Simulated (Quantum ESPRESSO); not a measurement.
## Pt under changes of volume

One of the cells (15.904 Å³/atom); the others are scaled copies at fixed shape and fractional positions:

```xyz
1
Lattice="-1.5842 1.5842 1.5842 1.5842 -1.5842 1.5842 1.5842 1.5842 -1.5842" Properties=species:S:1:pos:R:3 pbc="T T T"
Pt    0.0000    0.0000    0.0000
```

This isn't the form of Pt at room conditions, which is fcc.

| Item | Value |
| --- | --- |
| Program | Quantum ESPRESSO 7.5 |
| Functional | PBE |
| Potentials or basis | SSSP 1.3 efficiency PBE |
| Cutoff | 748 eV |
| Density cutoff | 5987 eV |
| k mesh | 12 × 12 × 12 |
| Occupations | fermi-dirac, width 0.05 eV |
| Spin | no spin polarisation |

```tsv
volume (Å³/atom)	energy over the lowest point (meV/atom)	pressure (GPa)
14.950	35.70	14.9
15.268	12.37	8.5
15.586	0.95	2.9
15.904	0.00	-2.0
16.222	8.25	-6.4
16.540	24.54	-10.2
16.858	?	?
```

Q: What does the run at 16.858 Å³/atom give?

A: Energy over the lowest point 47.92 meV/atom; pressure -13.5 GPa.

Worked out: A Birch-Murnaghan fit of order 3 (a polynomial in V^(-2/3)) to the other rows has its minimum at 15.77 Å³/atom with B0 = V·E''(V) = 242 GPa and B' = 5.5. It gives 47.90 meV/atom at 16.858 Å³/atom, against the run's 47.92, and -dE/dV = -13.4 GPa, against -13.5.

Energies are extrapolated to zero smearing.
